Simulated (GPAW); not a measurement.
# TePb (Fm-3m) in GPAW: single point with PBE

Aim: the single point of TePb with PBE.

Program: GPAW 26.7.0. These are calculated values, not measurements. Logs are shortened: lines on timing, memory, paths and dates and some standing lists are left out, and cuts for length are marked. The log counts tension as positive stress, the text compression.

### Step 1. The structure

It takes space group Fm-3m (No. 225, cubic). Conventional cell: a = 6.462 Å, b = 6.462 Å, c = 6.462 Å, α = 90.00°, β = 90.00°, γ = 90.00°. Around Pb (site symmetry m-3m) lie 6 Te at 3.23 Å. Te (site symmetry m-3m) has 6 Pb at 3.23 Å as nearest neighbours.

### Step 2. Single point, PBE

File run.py:

```python
from ase import Atoms
from ase.dft.bandgap import bandgap
from ase.io import write
from ase.units import GPa
from gpaw import GPAW, PW

atoms = Atoms(['Pb', 'Te'],
              cell=[[0.0, 3.231, 3.231],
                    [3.231, 0.0, 3.231],
                    [3.231, 3.231, 0.0]],
              scaled_positions=[[0.0, 0.0, 0.0],
                                [0.5, 0.5, 0.5]],
              pbc=True)

calc = GPAW(mode=PW(400),
            xc='PBE',
            kpts={'size': (6, 6, 6), 'gamma': True},
            occupations={'name': 'fermi-dirac', 'width': 0.05},
            nbands=19,
            maxiter=120,
            txt='gpaw.txt')
atoms.calc = calc
energy = atoms.get_potential_energy()
forces = atoms.get_forces()
stress = atoms.get_stress()
calc.write('gs.gpw')
write('result.traj', atoms)
print(f'Energy: {energy:.6f} eV')
print('Forces (eV/A):')
print(forces.round(4))
print('Stress (GPa):', (stress / GPa).round(3))
print('Fermi level:', round(calc.get_fermi_level(), 4), 'eV')
print(f'Gap: {bandgap(calc)[0]:.4f} eV, direct: {bandgap(calc, direct=True)[0]:.4f} eV')
```

Potentials or basis: GPAW PAW data sets (gpaw-data 1.2.1), pw.

Launch:

```bash
> OMP_NUM_THREADS=1 python run.py
```

gpaw.txt:

```text
__  _  _
 | _ |_)|_||  |
 |__||  | ||/\| - 26.7.0

Input parameters:
  mode=PW(ecut=400.0),
  kpts=MonkhorstPack(size=(6, 6, 6), gamma=True),
  maxiter=120,
  nbands=19,
  occupations=Occupations(name='fermi-dirac', width=0.05),
  xc=XC(name='PBE')

Diagonalizing LCAO Hamiltonian
Converting LCAO to pw mode

                 Te

       Pb

Atoms  # Å, Bohr magnetons
|   | symbol |        x |        y |        z |    initial magnetic moments |
|---|--------|----------|----------|----------|-----------------------------|
| 0 |     Pb | 0.000000 | 0.000000 | 0.000000 | ( 0.0000,  0.0000,  0.0000) |
| 1 |     Te | 3.231000 | 3.231000 | 3.231000 | ( 0.0000,  0.0000,  0.0000) |

Unit cell  # Å
| periodic |        x |        y |        z |  lengths |    angles |
|----------|----------|----------|----------|----------|-----------|
|      yes | 0.000000 | 3.231000 | 3.231000 | 4.569324 | 60.000000 |
|      yes | 3.231000 | 0.000000 | 3.231000 | 4.569324 | 60.000000 |
|      yes | 3.231000 | 3.231000 | 0.000000 | 4.569324 | 60.000000 |

Number of symmetries: 48
Symmetry operations  # r_c * U_cc + t_c -> r_c
|    | kind |            matrix            |
|----|------|------------------------------|
|  0 |  σ   |  1, 0, 0,  1, 0,-1,  1,-1, 0 |
|  1 |  C2  |  1, 0, 0,  1,-1, 0,  1, 0,-1 |
|  2 |  E   |  1, 0, 0,  0, 1, 0,  0, 0, 1 |
|  3 |  σ   |  1, 0, 0,  0, 0, 1,  0, 1, 0 |
|  4 |  C4  |  1, 0,-1,  1, 0, 0,  1,-1, 0 |
|  5 |  S6  |  1, 0,-1,  1,-1, 0,  1, 0, 0 |
|  6 |  σ   |  1, 0,-1,  0, 1,-1,  0, 0,-1 |
|  7 |  C3  |  1, 0,-1,  0, 0,-1,  0, 1,-1 |
|  8 |  S6  |  1,-1, 0,  1, 0, 0,  1, 0,-1 |
|  9 |  C4  |  1,-1, 0,  1, 0,-1,  1, 0, 0 |
| 10 |  C3  |  1,-1, 0,  0,-1, 1,  0,-1, 0 |
| 11 |  σ   |  1,-1, 0,  0,-1, 0,  0,-1, 1 |
| 12 |  σ   |  0, 1, 0,  1, 0, 0,  0, 0, 1 |
| 13 |  C4  |  0, 1, 0,  0, 1,-1, -1, 1, 0 |
| 14 |  C3  |  0, 1, 0,  0, 0, 1,  1, 0, 0 |
| 15 |  S6  |  0, 1, 0, -1, 1, 0,  0, 1,-1 |
| 16 |  C2  |  0, 1,-1,  1, 0,-1,  0, 0,-1 |
| 17 |  σ   |  0, 1,-1,  0, 1, 0, -1, 1, 0 |
| 18 |  S4  |  0, 1,-1,  0, 0,-1,  1, 0,-1 |
| 19 |  C4  |  0, 1,-1, -1, 1, 0,  0, 1, 0 |
| 20 |  C3  |  0, 0, 1,  1, 0, 0,  0, 1, 0 |
| 21 |  σ   |  0, 0, 1,  0, 1, 0,  1, 0, 0 |
| 22 |  S6  |  0, 0, 1,  0,-1, 1, -1, 0, 1 |
| 23 |  C4  |  0, 0, 1, -1, 0, 1,  0,-1, 1 |
| 24 |  S4  |  0, 0,-1,  1, 0,-1,  0, 1,-1 |
| 25 |  C3  |  0, 0,-1,  0, 1,-1,  1, 0,-1 |
| 26 |  C2  |  0, 0,-1,  0,-1, 0, -1, 0, 0 |
| 27 |  S6  |  0, 0,-1, -1, 0, 0,  0,-1, 0 |
| 28 |  S4  |  0,-1, 1,  1,-1, 0,  0,-1, 0 |
| 29 |  C4  |  0,-1, 1,  0, 0, 1, -1, 0, 1 |
| 30 |  C2  |  0,-1, 1,  0,-1, 0,  1,-1, 0 |
| 31 |  σ   |  0,-1, 1, -1, 0, 1,  0, 0, 1 |
| 32 |  C3  |  0,-1, 0,  1,-1, 0,  0,-1, 1 |
| 33 |  S6  |  0,-1, 0,  0, 0,-1, -1, 0, 0 |
| 34 |  S4  |  0,-1, 0,  0,-1, 1,  1,-1, 0 |
| 35 |  C2  |  0,-1, 0, -1, 0, 0,  0, 0,-1 |
| 36 |  C2  | -1, 1, 0,  0, 1, 0,  0, 1,-1 |
| 37 |  S6  | -1, 1, 0,  0, 1,-1,  0, 1, 0 |
| 38 |  S4  | -1, 1, 0, -1, 0, 1, -1, 0, 0 |
| 39 |  C3  | -1, 1, 0, -1, 0, 0, -1, 0, 1 |
| 40 |  S6  | -1, 0, 1,  0, 0, 1,  0,-1, 1 |
| 41 |  C2  | -1, 0, 1,  0,-1, 1,  0, 0, 1 |
| 42 |  C3  | -1, 0, 1, -1, 1, 0, -1, 0, 0 |
| 43 |  S4  | -1, 0, 1, -1, 0, 0, -1, 1, 0 |
| 44 |  C2  | -1, 0, 0,  0, 0,-1,  0,-1, 0 |
| 45 |  i   | -1, 0, 0,  0,-1, 0,  0, 0,-1 |
| 46 |  σ   | -1, 0, 0, -1, 1, 0, -1, 0, 1 |
| 47 |  C2  | -1, 0, 0, -1, 0, 1, -1, 1, 0 |

BZ-sampling:
  Number of BZ points: 216
  Number of IBZ points: 16

  Monkhorst-Pack size: [6, 6, 6]
  Monkhorst-Pack shift: [0.08333333333333333, 0.08333333333333333, 0.08333333333333333]

K-points  # in reciprocal-cell coordinates
|     |                                coordinates |     weight |
|-----|--------------------------------------------|------------|
|   0 | (  0.00000000,   0.00000000,   0.00000000) | 0.00462963 |
|   1 | (  0.16666667,   0.16666667,   0.00000000) | 0.02777778 |
|   2 | (  0.16666667,   0.16666667,   0.16666667) | 0.03703704 |
|   3 | (  0.33333333,   0.16666667,   0.16666667) | 0.05555556 |
|   4 | (  0.33333333,   0.33333333,  -0.33333333) | 0.05555556 |
|   5 | (  0.33333333,   0.33333333,   0.00000000) | 0.02777778 |
|   6 | (  0.33333333,   0.33333333,   0.16666667) | 0.11111111 |
|   7 | (  0.33333333,   0.33333333,   0.33333333) | 0.03703704 |
|   8 | (  0.50000000,   0.33333333,  -0.33333333) | 0.11111111 |
|   9 | (  0.50000000,   0.33333333,  -0.16666667) | 0.05555556 |
| ... |                                            |            |
|  15 | (  0.50000000,   0.50000000,   0.50000000) | 0.01851852 |

Plane wave coefficients: 1243
Cutoff: 400.0 eV

Spin-components: 1 (collinear spins)
Bands:           19
Projectors:      11
Spin-degeneracy: 2
Datatype:        complex128

Parallelization:
  kpt:    1
  domain: 1
  band:   1

Density:
  Valence electrons: 20.0
  Components: 1
  Grid points: [24 24 24]
  Charge: 0.0  # |e|

Potential:
  Grid points: [24 24 24]

species:
  Pb:
    name:    Lead
    Z:       82.0
    valence: 14
    core:    68
    charge:  0.0  # [|e|]
    compensation charges:
      type: gauss
      rc: 0.38  # [Å]
      lmax: 2
    cutoffs:
      filter: 2.36  # [Å]
      core: 2.43  # [Å]
    projectors
    | kind |    occ | energy [eV] | rcut [Å] |
    |------|--------|-------------|----------|
    |   6s |  2.000 |     -11.969 |    1.259 |
    |   6p |  2.000 |      -3.506 |    1.275 |
    |   5d | 10.000 |     -21.211 |    1.217 |
    |    s |        |      15.243 |    1.259 |
    |    p |        |      23.705 |    1.275 |
    |    d |        |       6.001 |    1.217 |

    Using partial waves for Pb as LCAO basis

  Te:
    name:    Tellurium
    Z:       52.0
    valence: 6
    core:    46
    charge:  0.0  # [|e|]
    compensation charges:
      type: gauss
      rc: 0.36  # [Å]
      lmax: 2
    cutoffs:
      filter: 2.09  # [Å]
      core: 3.17  # [Å]
    projectors
    | kind |    occ | energy [eV] | rcut [Å] |
    |------|--------|-------------|----------|
    |   5s |  2.000 |     -15.089 |    1.180 |
    |   5p |  4.000 |      -5.955 |    1.196 |
    |    s |        |      12.123 |    1.180 |
    |    p |        |      21.256 |    1.196 |
    |    d |        |       0.000 |    1.238 |

    Using partial waves for Te as LCAO basis

Reference energy: -752065.146798  # eV

eigensolver:
  PPCG
  Converge bands: occupied
  niter=2

density mixing:
  MSR1-Mixer
  Pratt-step length: 0.05
  Maximum mixing coefficient: 0.75
  Old densities: 10
  SVD Regularization: 0.005
  Good broyden scale: 1.0
  Trust region scale: 1.0
  Backstep threshold: 4.0
  History deletion threshold: 6.0
  Fourier metric: weight=20.0, sigma=0.015

occupation numbers:
  Fermi-Dirac:
    width: 0.0500  # eV

poisson solver:
  ecut: 3200.0  # eV

xc functional:
  name: PBE with 2 nearest neighbor stencil

convergence criteria:
- Maximum [total energy] change in last 3 cyles: 0.0005 eV / valence electron
- Maximum integral of absolute [dens]ity change: 0.0001 electrons / valence electron
- Maximum integral of absolute [eigenst]ate change: 4e-08 eV^2 / valence electron
maximum number of iterations: 120

SCF iterations
|iter     | |      energy | eigst |  dens |
|---------|-|-------------|-------|-------|
|iter:   1| |   -7.819063 | -0.24 |       |
|iter:   2| |   -7.796853 | -2.12 | -1.35 |
|iter:   3| |   -7.708530 | -2.11 | -1.40 |
|iter:   4| |   -7.710217 | -3.97 | -2.01 |
|iter:   5| |   -7.710649c| -4.40 | -2.41 |
|iter:   6| |   -7.710658c| -5.92 | -3.34 |
|iter:   7| |   -7.710659c| -6.94 | -3.92 |
|iter:   8| |   -7.710659c| -7.76c| -4.62c|

Converged in 8 steps
Energy contributions relative to reference atoms: (reference = -752065.146798)

Energy contributions:
  Kinetic:          21.292170
  Coulomb:         -21.527929
  Zero:              0.225060
  External:          0.000000
  Xc:               -7.699946
  Entropy:          -0.000029
  Spinorbit:         0.000000
  ----------------------------
  Free energy:      -7.710674
  Extrapolated:     -7.710659

dipole moment: (-27.310914, -27.310914, -27.310914)  # |e|*Ang

Fermi level: 6.044
Eigenvalues  # (at kpt = [0.000, 0.000, 0.000])
| band index |      eig [eV] | occ [0-2] |
|------------|---------------|-----------|
|          0 |       -11.045 |     2.000 |
|        ... |               |           |
|          2 |       -11.031 |     2.000 |
|          3 |       -11.031 |     2.000 |
|          4 |       -11.031 |     2.000 |
|          5 |        -6.328 |     2.000 |
|          6 |         0.139 |     2.000 |
|          7 |         4.305 |     2.000 |
[... 9 lines left out ...]
|         17 |        13.307 |     0.000 |
|         18 |        13.721 |     0.000 |

Gap: 0.694 eV
Transition (v -> c):
  (s=0, k=15, n=9, [0.50, 0.50, 0.50]) -> (s=0, k=15, n=10, [0.50, 0.50, 0.50])
No difference between direct/indirect transitions

Forces  # eV/Ang
|        x |        y |        z |
|----------|----------|----------|
|  0.00000 | -0.00000 |  0.00000 |  # Pb   0
| -0.00000 |  0.00000 | -0.00000 |  # Te   1

Stress tensor  # eV/Ang^3
|         x |         y |         z |
|-----------|-----------|-----------|
| -0.003536 |  0.000000 |  0.000000 |
|  0.000000 | -0.003536 | -0.000000 |
|  0.000000 | -0.000000 | -0.003536 |

# Writing to gs.gpw (mode='')
```

It took 8.8 s on 1 thread of Arm Neoverse V2, shared host; peak memory 0.14 GiB.

These settings aren't checked as converged: the numbers below hold their error.

Results:

```yaml
Free_energy: -7.7107 eV
Pressure: 0.6 GPa
Band_gap_on_the_k_mesh: 0.69 eV, direct
```

Caveat: the cutoff is short for stress and forces, so pressures can be off by a GPa or more; spin-orbit coupling is left out, which as a rule narrows the gap of such compounds by several tenths of an eV.
